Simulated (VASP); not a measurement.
**A single sheet of Bi2Se3: what the settings do to the level below the vacuum**

Wanted: the error that each setting leaves in the work function or ionisation potential of a single sheet of Bi2Se3.

Program: VASP 6.6.1. Level of theory: PBE; plane waves and PAW (Se, Bi), in the first sound run; inputs show where later runs differ. Results are calculated unless marked as measured.

## Step 1: Set-up

The cell holds 5 atoms: 3 Se and 2 Bi. Cell: a = 4.143 Å, b = 4.143 Å, c = 21.966 Å, α = 90.0°, β = 90.0°, γ = 120.0°. It derives from Bi2Se3 (Paraguanajuatite). 1 sheet cut from a layered arrangement of the crystal. Vacuum lies along c.

Structure file:

```xyz
5
Lattice="4.1430 0.0000 0.0000 -2.0715 3.5879 0.0000 0.0000 0.0000 21.9662" Properties=species:S:1:pos:R:3
Se    0.0000    2.3920   14.4662
Se    2.0715    1.1960   10.9831
Se    0.0000    0.0000    7.5000
Bi    0.0000    0.0000   12.9151
Bi    0.0000    2.3920    9.0511
```

## Step 2: The base run

The base run sets the number that all others are held against.

Contents of INCAR:

```
SYSTEM = Bi2Se3
PREC = Normal
ENCUT = 350
EDIFF = 1E-06
NELM = 120
ISMEAR = 0
SIGMA = 0.05
LREAL = .FALSE.
ALGO = Normal
GGA = PE
NBANDS = 20
LORBIT = 11
LWAVE = .FALSE.
LCHARG = .FALSE.
KPAR = 4
LASPH = .TRUE.
IDIPOL = 3
LDIPOL = .TRUE.
DIPOL = 0.5 0.5 0.5
LVHAR = .TRUE.
LVACPOTAV = .TRUE.
NEDOS = 1500
```

Contents of POSCAR:

```
Bi2Se3
1.0
    4.1430000000      0.0000000000      0.0000000000
   -2.0715000000      3.5879432480      0.0000000000
    0.0000000000      0.0000000000     21.9661842666
Se Bi
3 2
Direct
    0.3333333330      0.6666666670      0.6585660980
    0.6666666670      0.3333333330      0.5000000000
    0.0000000000      0.0000000000      0.3414339020
    0.0000000000      0.0000000000      0.5879522560
    0.3333333330      0.6666666670      0.4120477440
```

Contents of KPOINTS:

```
Automatic mesh
0
Gamma
9 9 1
0 0 0
```

Potentials, in the order of the species: Se and Bi (PBE family, release 64).

Started as:

```sh
$ mpirun -np 4 vasp_std
```

The log of the run:

```text
[banner, memory and clock lines left out]
running    4 mpi-ranks, on    1 nodes
 distrk:  each k-point on    1 cores,    4 groups
 distr:  one band on    1 cores,    1 groups

 POSCAR found type information on POSCAR SeBi
 POSCAR found :  2 types and       5 ions
 LDA part: xc-table for (Slater+PW92), standard interpolation
 POSCAR, INCAR and KPOINTS ok, starting setup
 FFT: planning ... GRIDC
 FFT: planning ... GRID_SOFT
 FFT: planning ... GRID
 WAVECAR not read
 entering main loop
       N       E                     dE             d eps       ncg     rms          rms(c)
DAV:   1     0.169925396304E+03    0.16993E+03   -0.75980E+03   480   0.755E+02
DAV:   2     0.139380588151E+01   -0.16853E+03   -0.16459E+03   764   0.158E+02
DAV:   3    -0.202247738526E+02   -0.21619E+02   -0.21356E+02   572   0.648E+01
DAV:   4    -0.210405799956E+02   -0.81581E+00   -0.81318E+00   708   0.142E+01
DAV:   5    -0.210524331248E+02   -0.11853E-01   -0.11837E-01   640   0.157E+00    0.662E+00
DAV:   6    -0.201907033868E+02    0.86173E+00   -0.22846E+00   512   0.642E+00    0.364E+00
DAV:   7    -0.201909113674E+02   -0.20798E-03   -0.47978E-01   556   0.360E+00    0.215E+00
DAV:   8    -0.202020939682E+02   -0.11183E-01   -0.80589E-02   536   0.138E+00    0.642E-01
DAV:   9    -0.201994834242E+02    0.26105E-02   -0.75221E-03   616   0.666E-01    0.269E-01
DAV:  10    -0.201998480443E+02   -0.36462E-03   -0.42503E-03   540   0.335E-01    0.125E-01
DAV:  11    -0.201997683412E+02    0.79703E-04   -0.53507E-04   552   0.116E-01    0.757E-02
DAV:  12    -0.201998343012E+02   -0.65960E-04   -0.11005E-04   580   0.580E-02    0.157E-02
DAV:  13    -0.201998575267E+02   -0.23226E-04   -0.10264E-05   600   0.153E-02    0.120E-02
DAV:  14    -0.201999123763E+02   -0.54850E-04   -0.57387E-06   580   0.119E-02    0.672E-03
DAV:  15    -0.201999173802E+02   -0.50039E-05   -0.65636E-07   348   0.456E-03    0.261E-03
DAV:  16    -0.201999599495E+02   -0.42569E-04   -0.20655E-06   468   0.529E-03    0.277E-03
DAV:  17    -0.201999650732E+02   -0.51237E-05   -0.13230E-07   348   0.168E-03    0.245E-03
DAV:  18    -0.201999767996E+02   -0.11726E-04   -0.33487E-07   392   0.236E-03    0.696E-04
DAV:  19    -0.201999795640E+02   -0.27644E-05   -0.62224E-08   332   0.112E-03    0.761E-04
DAV:  20    -0.201999798629E+02   -0.29894E-06   -0.19058E-08   288   0.682E-04
|                                                                             |
|           W    W    AA    RRRRR   N    N  II  N    N   GGGG   !!!           |
|           W    W   A  A   R    R  NN   N  II  NN   N  G    G  !!!           |
|           W    W  A    A  R    R  N N  N  II  N N  N  G       !!!           |
|           W WW W  AAAAAA  RRRRR   N  N N  II  N  N N  G  GGG   !            |
|           WW  WW  A    A  R   R   N   NN  II  N   NN  G    G                |
|           W    W  A    A  R    R  N    N  II  N    N   GGGG   !!!           |
|                                                                             |
|     Did not find any points to average over, which means that no vacuum     |
|     field-free region was found. Please increase the size of  your cell     |
|     in the dimension of the dipole correction to obtain accurate            |
|     workfunction values.                                                    |
|                                                                             |

   1 F= -.20199980E+02 E0= -.20199980E+02  d E =-.265783E-11
```

It took 8 s on 4 MPI ranks of Intel Xeon 6975P-C (Granite Rapids), shared host; peak memory 0.87 GiB.

Lines that name or quote the potential files are left out of all logs, and their timing lines are given in words.

Parts of OUTCAR (step 2):

```text
ion  position               nearest neighbor table
   1  0.333  0.667  0.659-   4 2.85   4 2.85   4 2.85
   2  0.667  0.333  0.500-   5 3.07   4 3.07   5 3.07   4 3.07   4 3.07   5 3.07
   3  0.000  0.000  0.341-   5 2.85   5 2.85   5 2.85
   4  0.000  0.000  0.588-   1 2.85   1 2.85   1 2.85   2 3.07   2 3.07   2 3.07
   5  0.333  0.667  0.412-   3 2.85   3 2.85   3 2.85   2 3.07   2 3.07   2 3.07

  LATTYP: Found a hexagonal cell.
 ALAT       =     4.1430000000
 C/A-ratio  =     5.3019995816

 Subroutine GETGRP returns: Found 12 space group operations
 (whereof  6 operations were pure point group operations)

The static configuration has the point symmetry C_3v.
 The point group associated with its full space group is D_3d.

 Found     12 irreducible k-points:

   k-points           NKPTS =     12   k-points in BZ     NKDIM =     12   number of bands    NBANDS=     20

   dimension x,y,z NGX =    20 NGY =   20 NGZ =  108
   dimension x,y,z NGXF=    40 NGYF=   40 NGZF=  216

   ENCUT  =  350.0 eV  25.72 Ry    5.07 a.u.   6.32  6.32 33.51*2*pi/ulx,y,z

   NELECT =      28.0000    total number of electrons

 k-points in reciprocal lattice and weights: Automatic mesh
   0.00000000  0.00000000  0.00000000       0.012
   0.11111111  0.00000000  0.00000000       0.074
   0.22222222 -0.00000000  0.00000000       0.074
   0.33333333 -0.00000000  0.00000000       0.074
   0.44444444 -0.00000000  0.00000000       0.074
   0.11111111  0.11111111  0.00000000       0.074
   0.22222222  0.11111111  0.00000000       0.148
   0.33333333  0.11111111  0.00000000       0.148
   0.44444444  0.11111111  0.00000000       0.074
   0.22222222  0.22222222  0.00000000       0.074
   0.33333333  0.22222222  0.00000000       0.148
   0.33333333  0.33333333  0.00000000       0.025

 dipolmoment           0.000000      0.000000      0.000003 electrons x Angstroem

 average (electrostatic) potential at core
       1 -59.1391       2 -59.0799       3 -59.1392       4 -68.6662       5 -68.6663

 E-fermi :  -1.4808

 k-point     1 :       0.0000    0.0000    0.0000
  band No.  band energies     occupation
    ...
     10      -2.7804      2.00000
     11      -2.4149      2.00000
     12      -2.3744      2.00000
     13      -2.3744      2.00000
     14      -2.1188      2.00000
     15      -0.8353      0.00000
     16       0.4607      0.00000
     17       0.4607      0.00000
     18       0.9520      0.00000
     19       1.4597      0.00000
    ...

 k-point     2 :       0.1111    0.0000    0.0000
  band No.  band energies     occupation
    ...
     10      -2.9269      2.00000
     11      -2.9254      2.00000
     12      -2.3187      2.00000
     13      -1.9731      2.00000
     14      -1.7929      2.00000
     15      -0.2812      0.00000
     16       0.3535      0.00000
     17       0.6548      0.00000
     18       1.0862      0.00000
     19       1.6442      0.00000
    ...

 k-point     3 :       0.2222   -0.0000    0.0000
  band No.  band energies     occupation
    ...
     10      -3.2822      2.00000
     11      -2.9108      2.00000
     12      -2.4529      2.00000
     13      -2.3385      2.00000
     14      -1.7074      2.00000
     15      -0.0171      0.00000
     16       0.9514      0.00000
     17       0.9862      0.00000
     18       1.5387      0.00000
     19       2.0761      0.00000
    ...

  Total        1.5790618      1.5790618      1.4414906      0.0000000      0.0000000     -0.0000000
  in kB        7.7480889      7.7480889      7.0730591      0.0000000      0.0000000     -0.0000000
  external PRESSURE =       7.5230790 kB  Pullay stress =       0.0000000 kB

  energy-cutoff  :      350.00
  volume of cell :      326.52
      direct lattice vectors                 reciprocal lattice vectors
     4.143000000  0.000000000  0.000000000     0.241370987  0.139355604  0.000000000
    -2.071500000  3.587943248  0.000000000     0.000000000  0.278711209  0.000000000
     0.000000000  0.000000000 21.966184267     0.000000000  0.000000000  0.045524520

 POSITION                                       TOTAL-FORCE (eV/Angst)
 -----------------------------------------------------------------------------------
     -0.00000      2.39196     14.46618         0.000000      0.000000      0.248222
      2.07150      1.19598     10.98309        -0.000000     -0.000000      0.000000
      0.00000      0.00000      7.50000         0.000000     -0.000000     -0.248222
      0.00000      0.00000     12.91507        -0.000000      0.000000     -0.070671
     -0.00000      2.39196      9.05112         0.000000     -0.000000      0.070671
 -----------------------------------------------------------------------------------
    total drift:                                0.000000      0.000000      0.000120

  FREE ENERGIE OF THE ION-ELECTRON SYSTEM (eV)
  ---------------------------------------------------
  free  energy   TOTEN  =       -20.1999798629 eV

  energy  without entropy=      -20.1999798629  energy(sigma->0) =      -20.19997986

 vacuum level on the upper side and lower side of the slab         4.248         4.248

 total charge
# of ion       s       p       d       tot
------------------------------------------
    1        1.483   2.283   0.019   3.785
    2        1.470   2.330   0.020   3.820
    3        1.483   2.283   0.019   3.785
    4        1.828   1.521   0.156   3.504
    5        1.828   1.521   0.156   3.504
--------------------------------------------------
tot          8.091   9.938   0.370  18.399

[... 3 further parts left out ...]
```

The gap is read on the k-mesh alone, so it is an upper bound where the band edges lie off the mesh. The data set Bi keeps the semicore shell frozen, which is cheaper and a little less accurate.

This step gave:

```
electronic cycles                                 : 20
electrons                                         : 28
free energy (TOTEN)                               : -20.20 eV
Fermi energy                                      : -1.481 eV
labelled metallic, from the levels on this mesh   : no
dipole moment                                     : 0, 0, 3.00e-6 e·Å
vacuum levels                                     : 4.248, 4.248 eV
ionisation potentials of the upper and lower face : 5.955, 5.955 eV
electron affinities of the upper and lower face   : 5.083, 5.083 eV
highest filled level below the vacuum             : 5.955 eV
gap on the k-mesh                                 : 0.8721 eV
least direct gap on the k-mesh                    : 1.283 eV
```

Zero at the Fermi level. The planar average of the electrostatic potential by height:

| height (Å) | planar average of the electrostatic potential (eV) |
| --- | --- |
| 0 | 5.73 |
| 1 | 5.73 |
| 2 | 5.73 |
| 3 | 5.73 |
| 4 | 5.73 |
| 5 | 5.71 |
| 6 | 5.31 |
| 7 | -1.81 |
| 8 | -5.33 |
| 9 | -10.0 |
| 10 | -1.30 |
| 11 | -4.52 |
| 12 | -1.56 |
| 13 | -9.99 |
| 14 | -5.35 |
| 15 | -1.36 |
| 16 | 5.35 |
| 17 | 5.71 |
| 18 | 5.73 |
| 19 | 5.73 |
| 20 | 5.73 |
| 21 | 5.73 |

Density of states in the PAW spheres, an atom over height of the layer and energy from the Fermi level.

Values in states/eV, 22 rows by 5 columns, each cell a mean:
```
0.00 0.00 0.00 0.00 0.00
0.03 0.01 0.03 0.01 0.03
0.81 0.30 0.74 0.30 0.81
0.69 0.25 0.96 0.25 0.69
0.75 0.17 1.09 0.17 0.75
0.61 0.31 0.40 0.31 0.61
0.58 0.44 0.29 0.44 0.58
0.72 0.61 0.38 0.61 0.72
0.57 0.61 0.45 0.61 0.57
0.40 0.50 0.40 0.50 0.40
0.40 0.58 0.51 0.58 0.40
0.11 0.24 0.27 0.24 0.11
0.11 0.24 0.26 0.24 0.11
0.10 0.23 0.24 0.23 0.10
0.01 0.02 0.02 0.02 0.01
0.00 0.00 0.00 0.00 0.00
0.00 0.00 0.00 0.00 0.00
0.00 0.00 0.00 0.00 0.00
0.00 0.00 0.00 0.00 0.00
0.00 0.00 0.00 0.00 0.00
0.00 0.00 0.00 0.00 0.00
0.00 0.00 0.00 0.00 0.00
```
Columns: height of the layer (Å) from 7.5 to 14.5 (not evenly spaced); rows upwards: energy from the Fermi level (eV) from -7.9 to 0.5.

Force by atom:

| atom | x (eV/Å) | y (eV/Å) | z (eV/Å) | size |
| --- | --- | --- | --- | --- |
| Se1 | 0.000 | 0.000 | 0.248 | 0.248 |
| Se2 | 0.000 | 0.000 | 0.000 | 0.000 |
| Se3 | 0.000 | 0.000 | -0.248 | 0.248 |
| Bi4 | 0.000 | 0.000 | -0.071 | 0.071 |
| Bi5 | 0.000 | 0.000 | 0.071 | 0.071 |

The highest filled level lies 5.96 eV below the vacuum at the upper face.

Only the dipole across the slab is computed (IDIPOL = 3); zeros along the plane are no results.

The map of layer states is cut here 0.5 eV above the Fermi level, so it leaves out the states above that.

## Step 3: Another mesh, mesh points along a 3, k-mesh 3×3×1

The mesh decides how well the Fermi level or the band edge is found.

INCAR: that of step 2 with these lines changed.

```diff
@@ -14,3 +14,3 @@
 LCHARG = .FALSE.
-KPAR = 4
+NCORE = 4
 LASPH = .TRUE.
@@ -21,2 +21 @@
 LVACPOTAV = .TRUE.
-NEDOS = 1500
```

POSCAR is that of step 2.

Contents of KPOINTS:

```
Automatic mesh
0
Gamma
3 3 1
0 0 0
```

Started as:

```sh
$ mpirun -np 4 vasp_std
```

The log of the run:

```text
[banner, memory and clock lines left out]
running    4 mpi-ranks, on    1 nodes
 distrk:  each k-point on    4 cores,    1 groups
 distr:  one band on    4 cores,    1 groups

 POSCAR found type information on POSCAR SeBi
 POSCAR found :  2 types and       5 ions
 LDA part: xc-table for (Slater+PW92), standard interpolation
 POSCAR, INCAR and KPOINTS ok, starting setup
 FFT: planning ... GRIDC
 FFT: planning ... GRID_SOFT
 FFT: planning ... GRID
 WAVECAR not read
 entering main loop
       N       E                     dE             d eps       ncg     rms          rms(c)
DAV:   1     0.163675357583E+03    0.16368E+03   -0.73251E+03   120   0.739E+02
DAV:   2    -0.216244884734E+01   -0.16584E+03   -0.16316E+03   204   0.157E+02
DAV:   3    -0.204537470284E+02   -0.18291E+02   -0.18141E+02   144   0.614E+01
DAV:   4    -0.210272201212E+02   -0.57347E+00   -0.57193E+00   172   0.120E+01
DAV:   5    -0.210403211358E+02   -0.13101E-01   -0.13096E-01   168   0.151E+00    0.657E+00
DAV:   6    -0.201745061183E+02    0.86582E+00   -0.24716E+00   124   0.645E+00    0.360E+00
DAV:   7    -0.201757014145E+02   -0.11953E-02   -0.47536E-01   136   0.356E+00    0.211E+00
DAV:   8    -0.201871178496E+02   -0.11416E-01   -0.80167E-02   132   0.133E+00    0.616E-01
DAV:   9    -0.201844599047E+02    0.26579E-02   -0.72720E-03   148   0.675E-01    0.258E-01
DAV:  10    -0.201848462672E+02   -0.38636E-03   -0.45957E-03   132   0.321E-01    0.123E-01
DAV:  11    -0.201847611470E+02    0.85120E-04   -0.50637E-04   132   0.117E-01    0.706E-02
DAV:  12    -0.201848238405E+02   -0.62693E-04   -0.13112E-04   140   0.637E-02    0.145E-02
DAV:  13    -0.201848391579E+02   -0.15317E-04   -0.99007E-06   148   0.149E-02    0.112E-02
DAV:  14    -0.201848946054E+02   -0.55447E-04   -0.58834E-06   136   0.122E-02    0.946E-03
DAV:  15    -0.201848951782E+02   -0.57288E-06   -0.12068E-06    72   0.582E-03
 [... a notice as in an earlier step ...]

   1 F= -.20184895E+02 E0= -.20184895E+02  d E =-.223707E-11
```

It took 3.2 s on 4 MPI ranks; peak memory 0.48 GiB; 11 s of CPU time.

Parts of OUTCAR (step 3):

```text
 Found      3 irreducible k-points:

   k-points           NKPTS =      3   k-points in BZ     NKDIM =      3   number of bands    NBANDS=     20

   NELECT =      28.0000    total number of electrons

 E-fermi :  -1.7222

 k-point     1 :       0.0000    0.0000    0.0000
  band No.  band energies     occupation
    ...
     10      -2.7655      2.00000
     11      -2.4157      2.00000
     12      -2.3730      2.00000
     13      -2.3730      2.00000
     14      -2.1153      2.00000
     15      -0.8324      0.00000
     16       0.4625      0.00000
     17       0.4625      0.00000
     18       0.9392      0.00000
     19       1.4653      0.00000
    ...

 k-point     2 :       0.3333    0.0000    0.0000
  band No.  band energies     occupation
    ...
     10      -3.6079      2.00000
     11      -3.1853      2.00000
     12      -2.7646      2.00000
     13      -2.4292      2.00000
     14      -1.9612      2.00000
     15      -0.0007      0.00000
     16       1.1514      0.00000
     17       1.3261      0.00000
     18       1.7740      0.00000
     19       2.5074      0.00000
    ...

  Total        1.6900122      1.6900122      0.6716009     -0.0000000      0.0000000      0.0000000
  in kB        8.2924964      8.2924964      3.2953893     -0.0000000      0.0000000      0.0000000
  external PRESSURE =       6.6267940 kB  Pullay stress =       0.0000000 kB

 POSITION                                       TOTAL-FORCE (eV/Angst)
 -----------------------------------------------------------------------------------
     -0.00000      2.39196     14.46618        -0.000000      0.000000      0.032106
      2.07150      1.19598     10.98309         0.000000     -0.000000      0.000000
      0.00000      0.00000      7.50000         0.000000     -0.000000     -0.032106
      0.00000      0.00000     12.91507         0.000000     -0.000000      0.120826
     -0.00000      2.39196      9.05112        -0.000000      0.000000     -0.120826
 -----------------------------------------------------------------------------------
    total drift:                                0.000000      0.000000      0.000100

  FREE ENERGIE OF THE ION-ELECTRON SYSTEM (eV)
  ---------------------------------------------------
  free  energy   TOTEN  =       -20.1848951782 eV

  energy  without entropy=      -20.1848951782  energy(sigma->0) =      -20.18489518

 vacuum level on the upper side and lower side of the slab         4.243         4.243

 total charge
# of ion       s       p       d       tot
------------------------------------------
    1        1.484   2.281   0.019   3.784
    2        1.464   2.335   0.020   3.820
    3        1.484   2.281   0.019   3.784
    4        1.824   1.522   0.158   3.505
    5        1.824   1.522   0.158   3.505
--------------------------------------------------
tot          8.080   9.942   0.375  18.397

[... 8 parts as in an earlier step ...]

[... 3 further parts left out ...]
```

A gap read on the k-mesh alone can miss the band edges.

Numbers from this step:

```yaml
electronic_cycles: 15
free_energy_toten: -20.18 eV
fermi_energy: -1.722 eV
vacuum_levels: 4.243, 4.243 eV
ionisation_potentials_of_the_upper_and_lower_face: 6.204, 6.204 eV
electron_affinities_of_the_upper_and_lower_face: 5.075, 5.075 eV
highest_filled_level_below_the_vacuum: 6.204 eV
gap_on_the_k_mesh: 1.129 eV
```

Force by atom:

| atom | x (eV/Å) | y (eV/Å) | z (eV/Å) | size |
| --- | --- | --- | --- | --- |
| Se1 | 0.000 | 0.000 | 0.032 | 0.032 |
| Se2 | 0.000 | 0.000 | 0.000 | 0.000 |
| Se3 | 0.000 | 0.000 | -0.032 | 0.032 |
| Bi4 | 0.000 | 0.000 | 0.121 | 0.121 |
| Bi5 | 0.000 | 0.000 | -0.121 | 0.121 |

Against the base run its depth below the vacuum changes by +0.25 eV and the energy by +3.0 meV an atom.

(Part 1 of 5 ends here.)

[Lines on the potential files, build, host, timing and source positions are cut from VASP's logs without a mark.]

[Logs are printed without paths, hosts, clocks, repeated set-up lines and the standing remarks that a program may print on its own settings, such as how far it seeks lower states.]

[Hosts, paths, dates, database ids (printed as entryN), source tags and the programs' standing remarks are cut or masked in the printed files.]

[In band tables of VASP the shares of atoms and orbitals are scaled to a sum of 1 inside the atoms' spheres.]

[Runs that stopped without an error message from VASP are left out.]
